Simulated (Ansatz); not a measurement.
CuO:

```
Cu O
1.0
     2.34465   -1.71340    0.00000
     2.34465    1.71340    0.00000
    -0.86055    0.00000    5.05944
Cu O
2 2
Cartesian
  1.1723 0.8457 0.0000
  0.7420 -0.8457 2.5297
  2.0724 -0.2841 1.2836
  1.6421 0.2841 3.8133
```

```yaml
Program: Ansatz 0.2.0
Task: relaxation of cell and atoms
Functional: PBEsol
Potentials_or_basis: Ansatz PAW
Cutoff: "420 eV (not typed: the program's choice for these potentials)"
k_mesh: 10 × 10 × 5
Occupations: fermi-dirac, width 0.05 eV
Spin: no spin polarisation
Hubbard_terms: Cu d U = 4.5 eV
```

At the start: volume 10.16 Å³/atom.

Q: How do energy, volume and symmetry change on relaxing?

A: It ends after 27 steps and the volume is 10.82 Å³/atom (+6.5 %); space group P4_2/mmc (No. 131, to 0.05 Å).

Step by step:
| step | energy change (eV) | largest force (eV/Å) | volume (Å³) |
| --- | --- | --- | --- |
| 1 | 0.0000 | 0.7839 | 40.65 |
| 2 | -0.0303 | 0.5969 | 40.86 |
| 3 | -0.0778 | 0.1152 | 41.27 |
| 4 | -0.0815 | 0.0118 | 42.11 |
| 5 | -0.0838 | 0.0092 | 41.87 |
| 6 | -0.0847 | 0.0010 | 41.99 |
| 7 | -0.0847 | 0.0001 | 42.01 |
| 8 | -0.1036 | 0.0013 | 42.01 |
| 9 | -0.1106 | 0.0016 | 42.53 |
| 10 | -0.1108 | 0.0141 | 42.94 |
| 11 | -0.1114 | 0.0011 | 42.84 |
| 12 | -0.1114 | 0.0001 | 42.85 |
| 13 | -0.1215 | 0.0008 | 42.85 |
| 14 | -0.1243 | 0.0025 | 43.05 |
| 15 | -0.1242 | 0.0081 | 43.19 |
| 16 | -0.1244 | 0.0005 | 43.17 |
| 17 | -0.1282 | 0.0018 | 43.17 |
| 18 | -0.1290 | 0.0013 | 43.24 |
| 19 | -0.1290 | 0.0010 | 43.26 |
| 20 | -0.1300 | 0.0014 | 43.26 |
| 21 | -0.1303 | 0.0012 | 43.27 |
| 22 | -0.1305 | 0.0014 | 43.27 |
| 23 | -0.1305 | 0.0003 | 43.29 |
| 24 | -0.1306 | 0.0006 | 43.28 |
| 25 | -0.1306 | 0.0007 | 43.28 |
| 26 | -0.1306 | 0.0000 | 43.28 |
| 27 | -0.1306 | 0.0000 | 43.28 |

Final structure:
```
Cu O
1.0
     2.05677   -2.05137    0.16219
     2.05677    2.05137    0.16219
    -0.40490    0.00000    5.09721
Cu O
2 2
Direct
  0.99425 0.49425 0.00185
  0.49425 0.99425 0.50185
  0.49441 0.49409 0.25185
  0.49409 0.49441 0.75185
```

Caveat: the plane-wave basis is chosen anew once the cell has moved, so the energies of steps on either side of that aren't comparable; the pressure holds a Pulay correction of +0.7 GPa for the finite cutoff; the run has no spin polarisation, though such a crystal can be magnetic; U without spin polarisation on a metal has little footing; the PAW data sets come from PBE, with cores solved anew for the run's functional, which leaves a small shift of forces and pressure.
